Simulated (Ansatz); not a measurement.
# Ni: stiffness from a series of strains

```xyz
1
Lattice="0.0000 1.7679 1.7679 1.7679 0.0000 1.7679 1.7679 1.7679 0.0000" Properties=species:S:1:pos:R:3 pbc="T T T"
Ni    0.0000    0.0000    0.0000
```

The geometry is COD entry 2100640, unchecked; take it as a test cell.

All numbers below come from DFT, PBE, all-electron LAPW, scalar-relativistic (Ansatz 0.2.0).

Sampling and basis: a Γ-centred 20×20×20 k mesh, Fermi–Dirac smearing of 0.05 eV, basis error target 0.25 meV/atom, spin-polarised from start moments Ni 1.5 μB.

The strain is applied along the Cartesian axes of the cell as listed (the other components stay zero). Fractional coordinates are held (clamped ions).

σ is the change of stress from the unstrained cell, which is at -2.83 GPa; tension is positive, so slopes are stress–strain coefficients at that pressure. In a metal the k mesh adds noise.

Only quantities that a quadratic follows smoothly over the whole series are listed; rougher ones are left out.

```tsv
εzz	σzz (GPa)	σxx (GPa)
-0.0300	-8.54	-4.97
-0.0100	-2.69	-1.53
0.0000	0.00	0.00
0.0100	2.57	1.41
0.0200	5.03	2.69
0.0300	7.36	3.87
```

Q: Fit the series and read off the stiffness at zero strain.

A: Least-squares fits y = p0 + p1 x + p2 x² to the rows give σzz (GPa): p1 = 265, p2 = -660; σxx (GPa): p1 = 147, p2 = -610. So C11 = 265 GPa and C12 = 147 GPa, which gives B = (C11 + 2 C12)/3 = 186 GPa.

Q: One run, at εzz = -0.0200, is withheld. Predict its row.

A: The fits give -5.56, -3.19; the run gave -5.53, -3.19.
